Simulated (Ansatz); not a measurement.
The system is Fe.

```xyz
1
Lattice="-1.4430 1.4430 1.4430 1.4430 -1.4430 1.4430 1.4430 1.4430 -1.4430" Properties=species:S:1:pos:R:3 pbc="T T T"
Fe    0.0000    0.0000    0.0000
```

```yaml
Program: Ansatz 0.2.0
Task: relaxation of cell and atoms
Functional: revPBE
Potentials_or_basis: all-electron LAPW, scalar-relativistic
Basis_error_allowed: 0.001 eV/atom
k_mesh: 13 × 13 × 13
Occupations: fermi-dirac, width 0.05 eV
Spin: collinear spin, ferromagnetic start
Starting_moments: "[3.0] μB"
```

At the start: volume 12.02 Å³/atom.

Task: How do energy, volume and symmetry change on relaxing?

Result: Over 5 steps the energy falls by 8.5 meV/atom and the volume is 11.56 Å³/atom (-3.9 %); space group Im-3m (No. 229, to 0.05 Å); moment 2.16 μB per cell.

Step by step:
| step | energy change (eV) | largest force (eV/Å) | volume (Å³) |
| --- | --- | --- | --- |
| 1 | 0.0000 | 0.0000 | 12.02 |
| 2 | -0.0062 | 0.0000 | 11.78 |
| 3 | -0.0082 | 0.0000 | 11.49 |
| 4 | -0.0085 | 0.0000 | 11.56 |
| 5 | -0.0085 | 0.0000 | 11.56 |

Final structure:
```
Fe
1.0
    -1.42420    1.42420    1.42420
     1.42420   -1.42420    1.42420
     1.42420    1.42420   -1.42420
Fe
1
Direct
  0.00000 0.00000 0.00000
```
